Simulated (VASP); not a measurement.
Write the native input for VASP 6.6.1 that does the following.

```
Task                   : relaxation of cell and atoms
Functional             : PBEsol
Potentials or basis    : VASP PAW PBE potentials, release 64 (Pd)
Cutoff                 : 600 eV
k mesh                 : 18 × 18 × 18
Occupations            : gaussian, width 0.1 eV
Spin                   : no spin polarisation
Further INCAR settings : ALGO = Normal; EDIFF = 1e-07; IBRION = 2; EDIFFG = -0.005; NSW = 90; ISIF = 3
```

The structure of Pd lies in POSCAR:

```
Pd
1.0
   -1.5431889800      1.5431889800      1.5431889800
    1.5431889800     -1.5431889800      1.5431889800
    1.5431889800      1.5431889800     -1.5431889800
Pd
1
Direct
    0.0000000000      0.0000000000      0.0000000000
```

This isn't the form of Pd at room conditions, which is fcc.

One way to write it, as run:

INCAR

```
  PREC = Accurate
  ENCUT = 600
  EDIFF = 1E-7
  ISMEAR = 0
  SIGMA = 0.1
  LREAL = False
  LASPH = True
  NELM = 100
  ALGO = Normal
  ISIF = 3
  LWAVE = False
  LCHARG = False
  GGA = PS
  IBRION = 2
  NSW = 90
  EDIFFG = -0.005
```

KPOINTS

```
regular mesh
0
Gamma
  18 18 18
```

Potentials or basis: VASP PAW PBE potentials, release 64 (Pd).

The run is started by

```sh
$ cat potpaw_PBE.64/Pd/POTCAR > POTCAR
$ mpirun -np 1 vasp_std > vasp.out
```

Results of the run:

```yaml
Relaxed_volume: 14.63 Å³/atom
Relaxed_cell: a = 2.669 Å, b = 2.669 Å, c = 2.669 Å, α = 109.47°, β = 109.47°, γ = 109.47°
Space_group_after_relaxing_to_0.05_Å: Im-3m (No. 229)
Energy_gained_by_relaxing: 0.2 meV/atom
Ionic_steps: 3
Pressure_after_relaxing: 0.0 GPa
Band_gap_on_the_k_mesh: none (metal or under the smearing width)
```

Caveat: the PAW data sets were made with another functional, which shifts forces and pressure a little.

Run time: 17 s on 1 thread of Intel(R) Xeon(R) 6975P-C (Granite Rapids), on a shared host, peak memory 0.17 GiB.
